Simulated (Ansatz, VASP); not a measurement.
One calculation of Sb, two programs

File INCAR:

```
SYSTEM = Sb
ALGO = Normal ; EDIFF = 1E-7
ENCUT = 520 ; GGA = PS
ISIF = 2 ; ISMEAR = -1
LASPH = .TRUE. ; LCHARG = .FALSE.
LREAL = .FALSE. ; LWAVE = .FALSE.
NBANDS = 12 ; NELM = 100
PREC = Accurate ; SIGMA = 0.05
```

Contents of KPOINTS:

```
k-points
0
G
  12 12 7
  0 0 0
```

File POSCAR:

```
Sb
1.0
    3.3002257761      0.0000000000      0.0000000000
   -1.6501128881      2.8580793603      0.0000000000
    0.0000000000      0.0000000000      5.2211939594
Sb
2
Direct
    0.3333333333      0.6666666667      0.2500000000
    0.6666666667      0.3333333333      0.7500000000
```

Input for Ansatz:

```yaml
crystal:
  lattice:
    - [3.3002257761, 0.0, 0.0]
    - [-1.6501128881, 2.8580793603, 0.0]
    - [0.0, 0.0, 5.2211939594]
  atoms:
    - { symbol: Sb, position: [0.3333333333, 0.6666666667, 0.25] }
    - { symbol: Sb, position: [0.6666666667, 0.3333333333, 0.75] }
kpoints:
  mp_grid: { grid: [12, 12, 7] }
  band_path:
    path:
      - [0.0, 0.0, 0.0]
      - [0.5, 0.0, 0.0]
      - [0.3333333333, 0.3333333333, 0.0]
      - [0.0, 0.0, 0.0]
      - [0.0, 0.0, 0.5]
      - [0.5, 0.0, 0.5]
      - [0.3333333333, 0.3333333333, 0.5]
      - [0.0, 0.0, 0.5]
      - [0.5, 0.0, 0.5]
    npoints: 5
scf:
  occupations: { method: fermi_dirac, width: 0.05 }
hamiltonian:
  xc: pbesol
  pseudopotentials: { kind: all_electron, lapw: { basis_error: 0.0005 } }
output:
  forces: true
  stress: true
  eigenvalues: true
```

Change from the starting cell: volume scaled by 0.94.

Alike in both runs: task single point; functional PBEsol; k mesh 12 × 12 × 7; occupations fermi-dirac, width 0.05 eV; no spin polarisation.

```csv
,VASP,Ansatz
version,VASP 6.6.1,Ansatz 0.2.0
potentials or method,"VASP PAW PBE potentials, release 64 (Sb)","all-electron LAPW, scalar-relativistic"
plane-wave cutoff (eV),520,see its input
```

|  | VASP | Ansatz | Ansatz less VASP |
| --- | --- | --- | --- |
| pressure (GPa) | 4.7 | 4.6 | -0.02 |
| largest component of the traceless stress (GPa) | 0.82 | 0.83 | +0.011 |

Ansatz ran all-electron here, so the differences hold the error of VASP's frozen core and of both bases.

Caveats: the PAW data sets were made with another functional, which shifts forces and pressure a little (VASP). Spin-orbit coupling is left out, which matters for the levels of Sb.
